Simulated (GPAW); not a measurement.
Input of a GPAW 26.7.0 run:

Contents of run.py:

```python
from ase.filters import FrechetCellFilter
from ase.io import read, write
from ase.optimize import BFGS
from gpaw import GPAW, PW

atoms = read('BeS.xyz')

calc = GPAW(mode=PW(800),
            xc='revPBE',
            kpts={'size': (9, 9, 9), 'gamma': True},
            occupations={'name': 'fermi-dirac', 'width': 0.05},
            nbands=11,
            convergence={'density': 1e-05, 'forces': 0.0001},
            maxiter=150,
            txt='gpaw.txt')
atoms.calc = calc
opt = BFGS(FrechetCellFilter(atoms), trajectory='relax.traj', logfile='-')
done = opt.run(fmax=0.02, steps=60)
calc.write('gs.gpw')
write('result.traj', atoms)
print('Converged:', done)
print('Cell:', atoms.cell.cellpar().round(4))
print('Volume:', round(atoms.get_volume(), 4))
print(atoms.get_scaled_positions().round(5))
```

BeS.xyz

```xyz
2
Lattice="0.0000000000 2.4250000000 2.4250000000 2.4250000000 0.0000000000 2.4250000000 2.4250000000 2.4250000000 0.0000000000" Properties=species:S:1:pos:R:3 pbc="T T T"
S      3.6375000000      3.6375000000      3.6375000000
Be     0.0000000000      0.0000000000      0.0000000000
```

Potentials or basis: the program's PAW data sets (release 1.2.1) made for this functional, pw.

Run with:

```sh
$ OMP_NUM_THREADS=1 python run.py
```

**Question.** Predict the band gap on the k mesh.

**Answer.** 3.37 eV, indirect (least direct gap 5.63 eV).

**Question.** Predict the relaxed volume.

**Answer.** 14.87 Å³/atom.

**Question.** What does it give for the space group after relaxing (to 0.05 Å)?

**Answer.** F-43m (No. 216).

**Question.** Predict the relaxed cell.

**Answer.** a = 3.478 Å, b = 3.478 Å, c = 3.478 Å, α = 60.00°, β = 60.00°, γ = 60.00°.

Final structure:
```
S Be
1.0
     0.00000    2.45911    2.45911
     2.45911    0.00000    2.45911
     2.45911    2.45911    0.00000
S Be
1 1
Direct
  0.75000 0.75000 0.75000
  0.00000 0.00000 0.00000
```

Caveat: later steps reuse the first step's grids; an odd mesh through Γ misses points on the zone boundary, where band edges often lie. Zero-point motion and thermal expansion aren't in these numbers.
